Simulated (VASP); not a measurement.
Here is a VASP 6.6.1 calculation.

Contents of INCAR:

```
PREC = Accurate
ENCUT = 520
EDIFF = 1E-6
ISMEAR = 0
SIGMA = 0.1
LREAL = F
LASPH = T
NELM = 150
ALGO = Normal
ISIF = 2
LWAVE = F
LCHARG = F
ISPIN = 2
MAGMOM = 2
LORBIT = 11
LMAXMIX = 4
GGA = PE
NBANDS = 15
```

KPOINTS

```
regular mesh
0
Gamma
  10 10 10
```

POSCAR

```
Ni
1.0
   -1.3837154700      1.3837154700      1.3837154700
    1.3837154700     -1.3837154700      1.3837154700
    1.3837154700      1.3837154700     -1.3837154700
Ni
1
Direct
    0.0000000000      0.0000000000      0.0000000000
```

Potentials or basis: VASP PAW PBE potentials, release 64 (Ni).

Launch:

```bash
$ cat potpaw_PBE.64/Ni/POTCAR > POTCAR
$ mpirun -np 1 vasp_std > vasp.out
```

Problem. Estimate the site moments.

Solution. Ni +0.44 μB.

Problem. Estimate the net moment.

Solution. 0.43 μB per cell.

Problem. Predict the pressure.

Solution. 7.0 GPa.
